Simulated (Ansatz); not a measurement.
## ZnSe (Stilleite): the dielectric response by several routes

Aim: the electronic dielectric constant of ZnSe (Stilleite) by perturbation theory, a sum over states and the RPA step of G0W0.

Main program and level: Ansatz 0.2.0; linear response on PBE, plane waves, PAW.

Report form: the programs' logs are mostly left out.

**1. The structure**

Symmetry: F-43m, No. 216, cubic system. The conventional cell has a = 5.668 Å, b = 5.668 Å, c = 5.668 Å, α = 90.00°, β = 90.00°, γ = 90.00°. Zn has 4 Se at 2.45 Å nearest. Nearest to Se lie 4 Zn at 2.45 Å. Farther neighbours and most contacts between anions are not listed.

The cell and positions come from the Crystallography Open Database and are kept as given unless a step says otherwise. The default PAW set here is soft_2. Its files were made with PBE.

**2. Response to a homogeneous field**

ε∞ sets how strongly the crystal screens. Perturbation theory gives it with local fields and without a sum over empty bands.

This step: dielectric response by perturbation theory, PBE, plane waves, PAW.

Contents of input.yaml:

```yaml
crystal:
  lattice:
    - [0.0, 2.8338, 2.8338]
    - [2.8338, 0.0, 2.8338]
    - [2.8338, 2.8338, 0.0]
  atoms:
    - { symbol: Zn, position: [0.0, 0.0, 0.0] }
    - { symbol: Se, position: [0.25, 0.25, 0.25] }
kpoints:
  mp_grid: { grid: [6, 6, 6] }
hamiltonian:
  xc: pbe
scf:
  occupations: { method: fixed }
dielectric: {}
```

Launch:

```bash
$ ansatz run input.yaml --threads 3 --pin off --max-ram 92160MiB --backend cuda --events-out ev --progress --plain --runs-dir out --devices 1 --max-vram 13GiB
```

Elapsed: 22 s, on 1 × NVIDIA H100 80GB HBM3 (shared by 6 runs) with 3 threads of AMD EPYC 7R13 (Zen 3), shared host; peak memory 1.2 GiB; 30 s of CPU time.

This step gave:

* stated error of ε∞: 0.019

One over ε∞ averages 0.14, under the quarter of exact exchange in PBE0, which by this rule of thumb may open the gap too far.

High-frequency dielectric tensor:

```
7.27 0.00 0.00
0.00 7.27 0.00
0.00 0.00 7.27
```

Born effective charge (e), principal values of the symmetric part by kind of site:

| atom | atoms with these values | low | middle | high | mean |
| --- | --- | --- | --- | --- | --- |
| Zn1 | 1 | 2.05 | 2.05 | 2.05 | 2.05 |
| Se2 | 1 | -2.05 | -2.05 | -2.05 | -2.05 |

In full for Zn1:

```
2.05 0.00 0.00
0.00 2.05 0.00
0.00 0.00 2.05
```

**3. Independent-particle spectrum**

The independent-particle spectrum shows where the oscillator strength lies, before excitons and local fields.

This step: independent-particle optics on PBE, plane waves, PAW.

input.yaml, the sections that differ from step 2:

```yaml
kpoints:
  mp_grid: { grid: [8, 8, 8] }
scf:
  occupations: { method: fixed }
  n_extra_bands: 31
output:
  optics: { e_range: [0, 25], de: 0.1, sigma: 0.2 }
# crystal, hamiltonian: as in step 2
# dielectric: removed
```

Elapsed: 8.1 s, on 1 × NVIDIA H100 80GB HBM3 (shared by 6 runs) with 3 threads; peak memory 1.2 GiB.

Numbers from this step:

```
ε∞ without local fields (xx, yy, zz)                                   : 7.662, 7.662, 7.662
electrons in the f-sum (xx, yy, zz)                                    : 11.57, 11.57, 11.57
bands in the explicit sum (the static value is completed to all bands) : 45
```

The sum gives ε∞ = 7.66 without local fields.

Independent particles, no local fields, Gaussian width 0.2 eV. ε₂, xx=yy=zz against photon energy; read off at these points:

| photon energy (eV) | ε₂, xx=yy=zz |
| --- | --- |
| 0.50 | 0 |
| 1.00 | 0.00916 |
| 1.50 | 0.804 |
| 2.00 | 1.38 |
| 2.50 | 1.81 |
| 3.00 | 2.78 |
| 3.50 | 7.61 |
| 3.60 | 7.95 |
| 4.00 | 6.92 |
| 4.50 | 6.12 |
| 5.00 | 7.78 |
| 5.40 | 19.3 |
| 5.50 | 18.0 |
| 6.00 | 8.99 |
| 6.50 | 6.23 |
| 7.00 | 9.08 |
| 7.50 | 7.01 |
| 8.00 | 4.96 |
| 8.50 | 3.78 |
| 9.00 | 2.71 |
| 9.50 | 2.14 |
| 10.00 | 2.35 |
| 10.50 | 1.93 |
| 11.00 | 1.35 |
| 11.50 | 1.34 |
| 12.00 | 1.23 |
| 12.50 | 0.944 |
| 13.00 | 0.897 |
| 13.50 | 0.769 |
| 14.00 | 0.576 |
| 14.50 | 0.524 |
| 15.00 | 0.498 |
| 15.50 | 0.467 |
| 16.00 | 0.538 |
| 16.50 | 0.491 |
| 17.00 | 0.441 |
| 17.50 | 0.365 |
| 18.00 | 0.366 |
| 18.50 | 0.354 |
| 19.00 | 0.405 |
| 19.50 | 0.368 |
| 20.00 | 0.359 |
| 20.50 | 0.376 |
| 21.00 | 0.320 |
| 21.50 | 0.299 |
| 22.00 | 0.251 |
| 22.50 | 0.230 |
| 23.00 | 0.212 |
| 23.50 | 0.210 |
| 24.00 | 0.212 |
| 24.50 | 0.200 |
| 25.00 | 0.200 |

Independent particles, no local fields, Gaussian width 0.2 eV. The loss function, xx=yy=zz by photon energy; read off at these points:

photon energy (eV), loss function, xx=yy=zz and a bar:
```
     1.00       0.00 
     1.50       0.01 
     2.00       0.02 
     2.50       0.02 
     3.00       0.02 
     3.50       0.05 #
     4.00       0.07 #
     4.50       0.07 #
     5.00       0.04 #
     5.50       0.06 #
     6.00       0.10 #
     6.50       0.16 ##
     7.00       0.11 #
     7.50       0.12 #
     8.00       0.14 ##
     8.50       0.17 ##
     9.00       0.20 ##
     9.50       0.28 ####
    10.00       0.30 ####
    10.50       0.30 ####
    11.00       0.37 #####
    11.50       0.47 ######
    12.00       0.50 ######
    12.50       0.61 ########
    13.00       0.73 #########
    13.50       0.80 ##########
    14.00       1.05 #############
    14.50       1.51 ###################
    15.00       1.85 #######################
    15.50       2.14 ###########################
    16.00       1.84 #######################
    16.50       2.02 #########################
    17.00       2.20 ###########################
    17.40       2.41 ##############################
    17.50       2.39 ##############################
    18.00       1.96 ########################
    18.50       1.66 #####################
    19.00       1.56 ###################
    19.50       1.57 ####################
    20.00       1.37 #################
    20.50       1.41 ##################
    21.00       1.45 ##################
    21.50       1.32 ################
    22.00       1.21 ###############
    22.50       0.95 ############
    23.00       0.83 ##########
    23.50       0.72 #########
    24.00       0.68 ########
    24.50       0.63 ########
    25.00       0.59 #######
```

**4. RPA screening from the G0W0 run**

G0W0 replaces the xc potential by the self-energy, built once from these orbitals. Only a window of levels is corrected, while the sums run over the empty bands that the input names.

This step: G0W0 on PBE, plane waves, PAW.

input.yaml, the sections that differ from step 3:

```yaml
kpoints:
  mp_grid: { grid: [6, 6, 6] }
scf:
  occupations: { method: fixed }
gw:
  n_empty_bands: 292
  ecut_chi: 200.0
  qp_bands: [v2, c2]
  qp_kpoints: band_edges
  screening: { model: contour_deformation }
# crystal, hamiltonian: as in step 3
# output: removed
```

It took 34 s on 1 × NVIDIA H100 80GB HBM3 (shared by 6 runs) with 3 threads; peak memory 1.4 GiB.

Numbers from this step:

```yaml
bands_summed: 306
rpa_eps_infinity_on_this_mesh_eigenvalues: 8.526, 8.526, 8.526
plane_waves_in_the_screening_matrix: 283
g0w0_gap_on_the_mesh: 2.337 eV
k_of_the_valence_top: 0, 0, 0
k_of_the_conduction_bottom: 0, 0, 0
starting_gap_on_the_mesh: 1.287 eV
least_direct_g0w0_gap_on_the_computed_points: 2.337 eV
```

The gap on the mesh goes from 1.29 eV to 2.34 eV, a correction of +1.05 eV. Between the two edge states, bare exchange in place of the xc potential would open the gap by 6.94 eV, and correlation takes back 5.89 eV.

Mean over the mesh in bins of 0.25 1/Å. Static inverse dielectric function, diagonal against length of q+G:

| length of q+G (Å⁻¹) | static inverse dielectric function, diagonal |
| --- | --- |
| 0.34 | 0.191 |
| 0.58 | 0.244 |
| 1.03 | 0.375 |
| 1.26 | 0.442 |
| 1.50 | 0.510 |
| 2.01 | 0.643 |
| 2.26 | 0.698 |
| 2.50 | 0.741 |
| 2.99 | 0.810 |
| 3.25 | 0.840 |
| 3.49 | 0.865 |
| 3.99 | 0.907 |
| 4.25 | 0.923 |
| 4.50 | 0.936 |
| 5.00 | 0.956 |
| 5.25 | 0.963 |
| 5.51 | 0.969 |
| 6.01 | 0.978 |
| 6.26 | 0.981 |
| 6.51 | 0.985 |
| 7.00 | 0.989 |
| 7.18 | 0.991 |

**5. The values together**

Times are wall times on 1 × NVIDIA H100 80GB HBM3 (shared by 6 runs) with 3 threads of AMD EPYC 7R13 (Zen 3), shared host, good to a factor of about two.

| method | mesh | ε∞, low | middle | high | mean | time |
| --- | --- | --- | --- | --- | --- | --- |
| perturbation theory (local fields and xc kernel) | 6×6×6 (response on 512 points) | 7.27 | 7.27 | 7.27 | 7.27 | 22 s |
| sum over states (no local fields) | 8×8×8 | 7.66 | 7.66 | 7.66 | 7.66 | 8.1 s |
| RPA with local fields, on the GW mesh | 6×6×6 | 8.53 | 8.53 | 8.53 | 8.53 | 34 s |

**6. What came out**

| Quantity | Value |
| --- | --- |
| perturbation theory (local fields and xc kernel) | 7.27, 7.27, 7.27 |
| sum over states (no local fields) | 7.66, 7.66, 7.66 |
| RPA with local fields, on the GW mesh | 8.53, 8.53, 8.53 |

In words: Mean Born effective charge: Zn1 2.05, Se2 -2.05 e. Distinct peaks of the ε₂, xx=yy=zz stand at 5.4 and 7.0 eV; the one at 5.4 eV is strongest. The most distinct maxima of the loss function, xx=yy=zz lie at 15.5 and 17.4 eV, the highest at 17.4 eV. The sum without local fields gives 7.66 in the mean against 7.27 by perturbation theory; local fields lower ε∞ and the xc kernel gives part of it back, though the sum also carries the error of its own mesh. The RPA values on the 6×6×6 mesh average 1.17 times those of perturbation theory (means 8.53 and 7.27). Without the xc kernel RPA should lie a little lower; it lies higher here. Perturbation theory sums its response on a denser mesh of its own, so the coarser sum of the GW run is the likely cause. PBE usually puts the gap too low, which tends to raise ε∞. Ions are clamped, so the lattice part of the static constant is not in these numbers.

[Paths, hosts, dates, memory and timing lines, banners, echoed tables and standing remarks are left out of the program output.]

[Logs are printed without paths, hosts, clocks, repeated set-up lines and the standing remarks that a program may print on its own settings, such as how far it seeks lower states.]

[Runs of the session that timed out or met a known fault of the program may be left out.]

[Cells called generated may have been cut or substituted from an entry of the Crystallography Open Database or the Materials Project.]

[Hosts, paths, dates, database ids (printed as entryN), source tags and the programs' standing remarks are cut or masked in the printed files.]
